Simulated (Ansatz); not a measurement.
**Bi under changes of volume**

One of the cells (31.117 Å³/atom); the others are scaled copies at fixed shape and fractional positions:

```
CELL_PARAMETERS angstrom
-1.98143 1.98143 1.98143
1.98143 -1.98143 1.98143
1.98143 1.98143 -1.98143
ATOMIC_POSITIONS crystal
Bi 0.00000 0.00000 0.00000
```

This isn't the form of Bi at room conditions, which is rhombohedral.

| Property | Result |
| --- | --- |
| Program | Ansatz 0.2.0 |
| Functional | r2SCAN |
| Dispersion | D3(BJ) |
| Potentials or basis | Ansatz PAW |
| Cutoff | 500 eV (not typed: the program's choice for these potentials) |
| k mesh | 9 × 9 × 9 |
| Occupations | fermi-dirac, width 0.05 eV |
| Spin | no spin polarisation |

```tsv
volume (Å³/atom)	energy over the lowest point (meV/atom)	pressure (GPa)
29.250	?	?
29.872	2.50	1.2
30.495	0.00	-0.1
31.117	2.30	-1.2
31.739	8.97	-2.3
32.362	19.55	-3.2
32.984	33.60	-4.0
```

Problem. What does the run at 29.250 Å³/atom give?

Solution. Energy over the lowest point 10.14 meV/atom; pressure 2.6 GPa.

Worked out: A Birch-Murnaghan fit of order 3 (a polynomial in V^(-2/3)) to the other rows has its minimum at 30.50 Å³/atom with B0 = V·E''(V) = 61 GPa and B' = 4.3. It gives 10.40 meV/atom at 29.250 Å³/atom, against the run's 10.14, and -dE/dV = 2.8 GPa, against 2.6.

Energies are extrapolated to zero smearing.

Caveats: pairwise dispersion overbinds metals, which lowers pressure and volume; the PAW data sets come from PBE, with cores solved anew for the run's functional, which leaves a small shift of forces and pressure; the dispersion damping was fitted for another functional or another form of the correction.
